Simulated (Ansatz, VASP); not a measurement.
# Si (Si (Fd-3m)): VASP beside Ansatz

Wanted: the spread between two codes on one cell, functional and k mesh. The cell is taken from a series of runs on this material, whose earlier steps may have relaxed, scaled, displaced or heated it; both programs get it as it stands.

Main program and level: Ansatz 0.2.0; plane waves, with VASP 6.6.1 beside it; relaxation of cell and atoms at r2SCAN.

### 1. Starting point

The structure is cubic, space group Fd-3m (No. 227). Conventional cell: a = 5.433 Å, b = 5.433 Å, c = 5.433 Å, α = 90.00°, β = 90.00°, γ = 90.00°. Nearest to Si lie 4 Si at 2.35 Å.

Structure file:

```cif
data_structure
_symmetry_space_group_name_H-M 'Fd-3m:1'
_symmetry_Int_Tables_number 227
_cell_length_a 5.4328
_cell_length_b 5.4328
_cell_length_c 5.4328
_cell_angle_alpha 90.000
_cell_angle_beta 90.000
_cell_angle_gamma 90.000
_cell_volume 160.35
loop_
_atom_site_label
_atom_site_type_symbol
_atom_site_symmetry_multiplicity
_atom_site_Wyckoff_symbol
_atom_site_fract_x
_atom_site_fract_y
_atom_site_fract_z
_atom_site_occupancy
Si1 Si 8 b 0.00000 0.00000 0.50000 1
```

### 2. VASP: relaxation of cell and atoms, r2SCAN

The relaxed volume is the usual yardstick between codes: in a stiff, nearly cubic crystal its relative difference is about their pressure difference at one cell divided by the bulk modulus.

Lines of VASP's logs that name or quote its potential files are left out, and so is its time.

INCAR

```
SYSTEM = Si
PREC = Accurate
ENCUT = 550
EDIFF = 1E-07
NELM = 120
ISMEAR = 0
SIGMA = 0.01
LREAL = .FALSE.
ALGO = Normal
METAGGA = R2SCAN
LASPH = .TRUE.
NBANDS = 10
LORBIT = 11
LWAVE = .FALSE.
LCHARG = .FALSE.
ISIF = 3
IBRION = 2
NSW = 80
EDIFFG = -0.005
GGA_COMPAT = .FALSE.
NELMIN = 4
EFERMI = MIDGAP
LMIXTAU = .TRUE.
```

POSCAR

```
Si
1.0
    0.0000000000      2.7163950000      2.7163950000
    2.7163950000      0.0000000000      2.7163950000
    2.7163950000      2.7163950000      0.0000000000
Si
2
Direct
    0.0000000000      0.0000000000      0.0000000000
    0.2499999080      0.2499999080      0.2499999080
```

KPOINTS

```
Automatic mesh
0
Gamma
9 9 9
0 0 0
```

Potentials, in the order of the species: Si (PBE family, release 64).

Run with:

```bash
$ mpirun -np 1 vasp_std
```

Numbers of over 12 decimals in the logs are rounded to 6 here.

The log of the run:

```text
[banner, memory and clock lines left out]
running    1 mpi-ranks, on    1 nodes
 distrk:  each k-point on    1 cores,    1 groups
 distr:  one band on    1 cores,    1 groups

 POSCAR found type information on POSCAR Si
 POSCAR found :  1 types and       2 ions
|                                                                             |
|               ----> ADVICE to this user running VASP <----                  |
|                                                                             |
|     You enforced a specific xc type in the INCAR file but a different       |
|     [... a line on the potential file left out ...]
|     I HOPE YOU KNOW WHAT YOU ARE DOING!                                     |
|                                                                             |

 LDA part: xc-table for (None), standard interpolation
 POSCAR, INCAR and KPOINTS ok, starting setup
 FFT: planning ... GRIDC
 FFT: planning ... GRID_SOFT
 FFT: planning ... GRID
 WAVECAR not read
 entering main loop
       N       E                     dE             d eps       ncg     rms          rms(c)
DAV:   1    -0.126715615117E+00   -0.12672E+00   -0.34373E+03   700   0.673E+02
DAV:   2    -0.181667865322E+02   -0.18040E+02   -0.17087E+02   952   0.883E+01
DAV:   3    -0.187116421616E+02   -0.54486E+00   -0.54319E+00   878   0.137E+01
DAV:   4    -0.187156911222E+02   -0.40490E-02   -0.40486E-02   898   0.144E+00
DAV:   5    -0.187157228638E+02   -0.31742E-04   -0.31741E-04   868   0.114E-01    0.603E+00
DAV:   6    -0.175435552926E+02    0.11722E+01   -0.14006E-01   768   0.247E+00    0.422E+00
DAV:   7    -0.184969670662E+02   -0.95341E+00   -0.57118E-01   750   0.329E+00    0.853E-01
DAV:   8    -0.175421614265E+02    0.95481E+00   -0.13665E-01   742   0.217E+00    0.433E-01
DAV:   9    -0.175307478869E+02    0.11414E-01   -0.49975E-02   718   0.166E+00    0.246E-01
DAV:  10    -0.175484422309E+02   -0.17694E-01   -0.15101E-02   708   0.987E-01    0.818E-02
DAV:  11    -0.175487307655E+02   -0.28853E-03   -0.20203E-04   856   0.124E-01    0.571E-02
DAV:  12    -0.175487533721E+02   -0.22607E-04   -0.21716E-04   736   0.151E-01    0.398E-02
DAV:  13    -0.175487466026E+02    0.67695E-05   -0.73527E-05   716   0.969E-02    0.158E-02
DAV:  14    -0.175487588465E+02   -0.12244E-04   -0.20957E-05   726   0.408E-02    0.740E-03
DAV:  15    -0.175487615036E+02   -0.26570E-05   -0.20400E-06   734   0.167E-02    0.699E-03
DAV:  16    -0.175487607025E+02    0.80105E-06   -0.29333E-07   810   0.406E-03    0.357E-03
DAV:  17    -0.175487608111E+02   -0.10856E-06   -0.11625E-07   708   0.364E-03    0.175E-03
DAV:  18    -0.175487608245E+02   -0.13413E-07   -0.51353E-08   494   0.289E-03
   1 F= -.17548761E+02 E0= -.17548761E+02  d E =-.175488E+02
 curvature:   0.00 expect dE= 0.000E+00 dE for cont linesearch  0.000E+00
 trial: gam= 0.00000 g(F)=  0.773E-42 g(S)=  0.672E-03 ort = 0.000E+00 (trialstep = 0.100E+01)
 search vector abs. value=  0.672E-03
 bond charge predicted
       N       E                     dE             d eps       ncg     rms          rms(c)
DAV:   1    -0.175489304644E+02   -0.16965E-03   -0.95449E-03   758   0.468E-01    0.103E-01
DAV:   2    -0.175488598207E+02    0.70644E-04   -0.34568E-04   782   0.116E-01    0.680E-02
DAV:   3    -0.175487955602E+02    0.64260E-04   -0.10807E-04   716   0.749E-02    0.186E-02
DAV:   4    -0.175488265558E+02   -0.30996E-04   -0.15401E-05   766   0.277E-02    0.181E-02
DAV:   5    -0.175488013890E+02    0.25167E-04   -0.97332E-06   712   0.270E-02    0.138E-02
DAV:   6    -0.175488238513E+02   -0.22462E-04   -0.94153E-06   708   0.268E-02    0.812E-04
DAV:   7    -0.175488245800E+02   -0.72873E-06   -0.75578E-07   722   0.869E-03    0.142E-03
DAV:   8    -0.175488246904E+02   -0.11041E-06   -0.59155E-08   450   0.282E-03    0.576E-04
DAV:   9    -0.175488246568E+02    0.33582E-07   -0.49612E-08   464   0.282E-03
   2 F= -.17548825E+02 E0= -.17548825E+02  d E =-.638323E-04
 trial-energy change:   -0.000064  1 .order   -0.000073   -0.000672    0.000526
 step:   0.5497(harm=  0.5607)  dis= 0.00000  next Energy=   -17.548944 (dE=-0.183E-03)
 bond charge predicted
       N       E                     dE             d eps       ncg     rms          rms(c)
DAV:   1    -0.175489605993E+02   -0.13591E-03   -0.19400E-03   758   0.212E-01    0.465E-02
DAV:   2    -0.175489466789E+02    0.13920E-04   -0.68976E-05   776   0.518E-02    0.308E-02
DAV:   3    -0.175489343727E+02    0.12306E-04   -0.22086E-05   714   0.337E-02    0.850E-03
DAV:   4    -0.175489414199E+02   -0.70472E-05   -0.30599E-06   760   0.125E-02    0.817E-03
DAV:   5    -0.175489388964E+02    0.25235E-05   -0.19849E-06   710   0.125E-02    0.615E-03
DAV:   6    -0.175489430306E+02   -0.41342E-05   -0.19185E-06   708   0.124E-02    0.385E-04
DAV:   7    -0.175489429518E+02    0.78794E-07   -0.15168E-07   716   0.388E-03
   3 F= -.17548943E+02 E0= -.17548943E+02  d E =-.182127E-03
 curvature:  -0.28 expect dE=-0.307E-07 dE for cont linesearch -0.307E-07
 trial: gam=-0.01261 g(F)=  0.169E-41 g(S)=  0.110E-06 ort = 0.858E-05 (trialstep = 0.910E+00)
 search vector abs. value=  0.118E-09
 reached required accuracy - stopping structural energy minimisation
```

Parts of OUTCAR (step 2):

```text
ion  position               nearest neighbor table
   1  0.000  0.000  0.000-   2 2.35   2 2.35   2 2.35   2 2.35
   2  0.250  0.250  0.250-   1 2.35   1 2.35   1 2.35   1 2.35

  LATTYP: Found a face centered cubic cell.
 ALAT       =     5.4327900000

 Subroutine GETGRP returns: Found 48 space group operations
 (whereof 24 operations were pure point group operations)

The static configuration has the point symmetry T_d .
 The point group associated with its full space group is O_h .

 Found     35 irreducible k-points:

   k-points           NKPTS =     35   k-points in BZ     NKDIM =     35   number of bands    NBANDS=     10

   dimension x,y,z NGX =    30 NGY =   30 NGZ =   30
   dimension x,y,z NGXF=    60 NGYF=   60 NGZF=   60

   ENCUT  =  550.0 eV  40.42 Ry    6.36 a.u.   7.35  7.35  7.35*2*pi/ulx,y,z

   NELECT =       8.0000    total number of electrons

 k-points in reciprocal lattice and weights: Automatic mesh
   0.00000000  0.00000000  0.00000000       0.001
   0.11111111  0.00000000  0.00000000       0.011
   0.22222222  0.00000000  0.00000000       0.011
   0.33333333  0.00000000  0.00000000       0.011
   0.44444444  0.00000000  0.00000000       0.011
   0.11111111  0.11111111  0.00000000       0.008
   0.22222222  0.11111111  0.00000000       0.033
   0.33333333  0.11111111  0.00000000       0.033
   0.44444444  0.11111111  0.00000000       0.033
[...]
-0.33333333  0.44444444  0.11111111       0.033
  -0.33333333  0.44444444  0.22222222       0.033

 average (electrostatic) potential at core
       1 -86.2305       2 -86.2305

 E-fermi :   6.0852

 k-point     1 :       0.0000    0.0000    0.0000
  band No.  band energies     occupation
      1      -6.8033      2.00000
      2       5.6875      2.00000
      3       5.6875      2.00000
      4       5.6875      2.00000
      5       8.4436      0.00000
      6       8.4436      0.00000
      7       8.4436      0.00000
      8       9.6152      0.00000
      9      13.8116      0.00000
    ...

 k-point     2 :       0.1111    0.0000    0.0000
  band No.  band energies     occupation
      1      -6.6340      2.00000
      2       4.3168      2.00000
      3       5.4378      2.00000
      4       5.4378      2.00000
      5       8.5096      0.00000
      6       8.8123      0.00000
      7       8.8123      0.00000
      8      10.6819      0.00000
      9      13.4028      0.00000
    ...

 k-point     3 :       0.2222    0.0000    0.0000
  band No.  band energies     occupation
      1      -6.1367      2.00000
      2       2.1548      2.00000
      3       4.9894      2.00000
      4       4.9895      2.00000
      5       8.1407      0.00000
      6       9.3732      0.00000
      7       9.3732      0.00000
      8      12.7126      0.00000
      9      13.1913      0.00000
    ...

  Total        0.0012311      0.0012311      0.0012311      0.0000000      0.0000000      0.0000000
  in kB        0.0490146      0.0490146      0.0490146      0.0000000      0.0000000      0.0000000
  external PRESSURE =       0.0490146 kB  Pullay stress =       0.0000000 kB

  energy-cutoff  :      550.00
  volume of cell :       40.24
      direct lattice vectors                 reciprocal lattice vectors
     0.000000000  2.719864904  2.719864904    -0.183832660  0.183832660  0.183832660
     2.719864904  0.000000000  2.719864904     0.183832660 -0.183832660  0.183832660
     2.719864904  2.719864904 -0.000000000     0.183832660  0.183832660 -0.183832660

 POSITION                                       TOTAL-FORCE (eV/Angst)
 -----------------------------------------------------------------------------------
      0.00000      0.00000      0.00000         0.000000      0.000000      0.000000
      1.35993      1.35993      1.35993        -0.000000     -0.000000     -0.000000
 -----------------------------------------------------------------------------------
    total drift:                                0.000022      0.000022      0.000022

  FREE ENERGIE OF THE ION-ELECTRON SYSTEM (eV)
  ---------------------------------------------------
  free  energy   TOTEN  =       -17.5489429518 eV

  energy  without entropy=      -17.5489429518  energy(sigma->0) =      -17.54894295

 reached required accuracy - stopping structural energy minimisation

 total charge
# of ion       s       p       d       tot
------------------------------------------
    1        0.745   0.962   0.000   1.707
    2        0.745   0.962   0.000   1.707
--------------------------------------------------
tot          1.490   1.924   0.000   3.414

[... 3 further parts left out ...]
```

CONTCAR:

```
Si
   1.00000000000000
     0.0000000000000000    2.7198649039173559    2.7198649039173559
     2.7198649039173559    0.0000000000000000    2.7198649039173559
     2.7198649039173559    2.7198649039173559   -0.0000000000000000
  Si
     2
Direct
     0.0000000000000000    0.0000000000000000    0.0000000000000000
     0.2499999079999995    0.2499999079999995    0.2499999079999995
```

### 3. Ansatz: relaxation of cell and atoms, r2SCAN

Ansatz runs on its default PAW (the set named soft_2) files.

The same cell, functional and mesh now go to Ansatz.

input.yaml

```yaml
crystal:
  lattice:
    - [0.0, 2.7163948, 2.7163948]
    - [2.7163948, 0.0, 2.7163948]
    - [2.7163948, 2.7163948, 0.0]
  atoms:
    - { symbol: Si, position: [0.0, 0.0, 0.0] }
    - { symbol: Si, position: [0.25, 0.25, 0.25] }
basis:
  ecutwfc: 500
  xc_grid: 2
hamiltonian:
  xc: r2scan
kpoints:
  mp_grid: { grid: [9, 9, 9] }
scf:
  occupations: { method: fixed }
  max_iter: 100
relax:
  f_tol: 0.005
  max_steps: 60
  cell: {}
output:
  forces: true
  stress: true
checkpoint:
  write: "../cell.run"
  compress: false
  write_wavefunctions: false
  write_every: 100000
```

Run with:

```bash
$ ansatz run input.yaml --threads 4 --pin off --max-ram 8478MiB --backend cpu --events-out ev --progress --plain --runs-dir out
```

The log of the run:

```text
Engine: ansatz 0.2.0, aarch64-unknown-linux-gnu
Pseudopotentials: kind: paw
Pseudopotential: Si, paw, valence charge 4, recommended cutoff 500 eV (meta_gga), Si.paw.azcp
Functional definition: r2SCAN
  parameter k0 = 0.174
  parameter k1 = 0.065
  parameter a1 = 4.9479
  exchange = r2scan_x(k0 = k0, k1 = k1, a1 = a1)
  correlation = r2scan_c
Crystal: 2 atoms, lattice volume = 40.087 Å³
Basis set: ecut = 500 eV, 965 PW (Γ), exchange–correlation on 60×60×60 points (8 copies of the dense FFT grid, shifted against one another)
Bands: 8, of which v1, the nominal top of the filled ones, is band 4 counted from 1 (3 counted from 0)
Symmetry: 48 space group operations
Space group: Fd-3m (ITA 227), of the structure as read, at distance tolerance 3.4e-5 Å
k-points: 35 of 729
Non-local potential: Si, projectors of the file, l = 0: 2, l = 1: 2, l = 2: 2
PAW form: soft (Blöchl's): semilocal exchange-correlation on the pseudo side does not see the compensation charge
PAW frozen core: Si, regenerated for the run's functional (the file was generated under x = pbe(κ = 0.804, μ = 0.219515), c = pbe(β = 0.066725))
PAW one-centre angular grid: Si, 302 points (default); XC on 160 Gauss nodes
Initial density: superposition of atomic densities (neutral atoms: chi_scale 0, normalization atom), corrected by the library's trained network
Initial wavefunctions: pseudopotential atomic-orbital guess
Functional: x = r2scan, c = r2scan; τ floored in thin density (d = 2e-4 eV/Å³)
SCF iter   1: F=—  HF=-1278.116074 eV  |F-HF|=—  |Δ(HF+E_count)|=         —  Δρ=3.15e-3  dr2=2.97e-3  dr2_τ=1.24e-2  ethr=1.77e-3  ⟨swp⟩=4.2  Hψ=2031  notcnv=0  defer=58
preconditioner: auto → none  [insulator: Δε(μ)=0.740 eV  Ē_g=10.077 eV  n_scr=8 (ndim 8)  ℏωp=16.6 eV  f_vac=0.000  ε∞_Penn≈3.7]
SCF iter   2: F=—  HF=-1278.131554 eV  |F-HF|=—  |Δ(HF+E_count)|=   1.55e-2  Δρ=1.85e-3  dr2=9.15e-4  dr2_τ=4.81e-6  ethr=3.72e-5  ⟨swp⟩=2.0  Hψ=774  notcnv=0  defer=64
SCF iter   3: F=—  HF=-1278.131516 eV  |F-HF|=—  |Δ(HF+E_count)|=   3.86e-5  Δρ=2.41e-4  dr2=1.47e-5  dr2_τ=5.98e-7  ethr=1.14e-5  ⟨swp⟩=3.0  Hψ=442  notcnv=0  defer=64
SCF iter   4: F=—  HF=-1278.131526 eV  |F-HF|=—  |Δ(HF+E_count)|=   9.93e-6  Δρ=4.60e-5  dr2=3.10e-7  dr2_τ=4.91e-9  ethr=1.84e-7  ⟨swp⟩=2.1  Hψ=421  notcnv=0  defer=36
iter 5 did not close the SCF: its close was put off for the readings that it lacked (scf_convergence_deferred on its scf_iter line)
SCF iter   5: F=-1278.131526 eV  HF=-1278.131526 eV  |F-HF|=1.82e-8  |Δ(HF+E_count)|=   6.62e-7  Δρ=1.10e-5  dr2=2.50e-8  dr2_τ=2.43e-10  ethr=3.88e-9  ⟨swp⟩=2.0  Hψ=420  notcnv=0  defer=36
SCF iter   6: F=-1278.131526 eV  HF=-1278.131526 eV  |F-HF|=1.42e-10  |Δ(HF+E_count)|=   2.07e-8  Δρ=1.06e-6  dr2=2.30e-10  dr2_τ=1.24e-12  ethr=3.13e-10  ⟨swp⟩=2.0  Hψ=980  notcnv=0
SCF 1 converged in 6 iterations: F = -1278.131526 eV  dr2 = 2.30e-10
  greatest PAW one-centre occupation: 0.644 electrons in one spin orbital (limit 2), on the Si atom at site 1 (counted from 0), in its partial waves of l = 0
relax step   1: F+E_penalty+E_count = -1278.13152636 eV  Δ(F+E_penalty+E_count) = +0.000e0 eV  max|allowed force component| = 4.626e-18 eV/Å  Δτ_max = 0.0000 Å  P = +0.622 GPa  Ω = 40.087 Å³  (6 SCF iters, dr2 threshold 1.00e-7 eV, accepted)
[...]
relax step   2: F+E_penalty+E_count = -1278.13198778 eV  Δ(F+E_penalty+E_count) = -4.614e-4 eV  max|allowed force component| = 7.517e-17 eV/Å  Δτ_max = 0.0000 Å  P = +0.126 GPa  Ω = 40.290 Å³  energy of the carried Pulay correction = -9.998e-6 eV  (4 SCF iters, dr2 threshold 2.00e-7 eV, accepted)
[...]
relax step   3: F+E_penalty+E_count = -1278.13200573 eV  Δ(F+E_penalty+E_count) = -1.796e-5 eV  max|allowed force component| = 7.401e-17 eV/Å  Δτ_max = 0.0000 Å  P = +0.001 GPa  Ω = 40.342 Å³  energy of the carried Pulay correction = -1.254e-5 eV  (3 SCF iters, dr2 threshold 3.96e-8 eV, accepted)
[...]
relax step   4: F+E_penalty+E_count = -1278.13202126 eV  Δ(F+E_penalty+E_count) = -1.553e-5 eV  max|allowed force component| = 8.327e-17 eV/Å  Δτ_max = 0.0000 Å  P = +0.001 GPa  Ω = 40.342 Å³  stress off target by 8.84e-4 GPa  SCF on the basis re-selected at this cell (its energy is not comparable with the rows above)  (3 SCF iters)
basis re-selected at this cell: Δ(F+E_penalty+E_count) = -1.553e-5 eV, ΔP = -0.000 GPa vs the last step (what re-selecting the basis moved, of the pressure what is left beyond the Pulay correction that the steps carried, after the strain that the cell walked since its last selection, with what the two solves' SCF thresholds leave and, on support functions, any second-order correction that the steps lacked; it is no m [...]
SCF converged after 3 iterations
Free energy (F): -1278.132021 eV
Harris-Foulkes:  -1278.132021 eV  (|F-HF|=3.55e-11)
Internal energy: -1278.132021 eV  (E = F + TS)
E sigma→0 (E₀):  -1278.132021 eV
Fermi energy:    6.076429 eV
--- Per-component energies (eV) ---
  E_band       = 6.419555
  E_kinetic    = 80.809054
  E_local      = -53.787286  (includes V_loc(G=0)·N_el)
  E_nonlocal   = 49.995664
  E_hartree    = 14.990262
  E_xc         = -103.009822
  E_vxc        = -99.484111  (∫ρ·V_xc dr)
  E_paw        = -1039.013859  (= ΣΔE_a)
  E_vpaw       = -4.986382  (= ΣTr[D̂ρ^β])
  E_aug_tail   = 0.000009  (compensation charges beyond the density's cutoff)
  E_vtau       = 3.892079  (kinetic-family band-sum trace: ∫τ·v_τ [+ j·A + Jᵃ·Aᵃ] dr)
  E_ewald      = -227.963177
  E_core_change = -0.152866  (= ΣΔE_core)
  E_smearing   = -0.000000  (= −TS)
  E_closure    = 0.000000  (closes the sum)
  Σ components = -1278.132021   (vs F -1278.132021, Δ=0.00e0)
--- Forces (eV/Å), atoms counted from 1 ---
  atom   1  Si    -0.00000000    -0.00000000    -0.00000000
  atom   2  Si     0.00000000     0.00000000     0.00000000
  max |Σ_I F_I| component: 0.00e0 eV/Å
--- Stress (GPa, compression-positive) ---
        0.000884      -0.000000      -0.000000
       -0.000000       0.000884       0.000000
       -0.000000       0.000000       0.000884
  P = ⅓ Tr σ = 0.0009 GPa (0.009 kbar)
--- Relaxed structure (3 steps of the walk, 3 accepted, 1 SCFs on fresh bases) ---
  F+E_penalty+E_count = -1278.13202126 eV   max|allowed force component| = 8.327e-17 eV/Å   (the final SCF, on the basis selected at the relaxed cell)
  cell:  # Å, volume = 40.3416 Å³
    - [0, 2.722123, 2.722123]
    - [2.722123, 0, 2.722123]
    - [2.722123, 2.722123, 0]
  atoms:
    - { symbol: Si, position: [0, 0, 0] }
    - { symbol: Si, position: [0.250000, 0.250000, 0.250000] }
```

### 4. Comparison

Known differences besides the potentials themselves: VASP keeps PBE cores, Ansatz makes them for the functional; fixed occupations in Ansatz, narrow Gaussian smearing in VASP; the cutoff is 500 eV in Ansatz and 550 eV in VASP; Ansatz adds a Pulay correction to the stress that steers its cell, VASP none. Total energies have different zeros and are not compared.

The two programs side by side:

```
                                         quantity  Ansatz   VASP  difference
                                      volume (Å³)   40.34  40.24     +0.25 %
edge a after relaxation, in the typed setting (Å)   3.850  3.846     +0.08 %
```

### 5. Summary of results

```json
{
 "difference in volume (relaxation of cell and atoms, r2SCAN)": "0.25 %"
}
```

What this shows: The difference in volume is 0.25 % (relaxation of cell and atoms, r2SCAN), within the 1.2 % picked in this series as the mark of a large difference, as far as the stopping tolerances let one tell. Such differences can come from data sets, numerical settings and the points named under the comparisons, not from the functional's error against experiment.

[Lines on the potential files, build, host, timing and source positions are cut from VASP's logs without a mark.]

[Logs are printed without paths, hosts, clocks, repeated set-up lines and the standing remarks that a program may print on its own settings, such as how far it seeks lower states.]

[Hosts, paths, dates, database ids (printed as entryN), source tags and the programs' standing remarks are cut or masked in the printed files.]
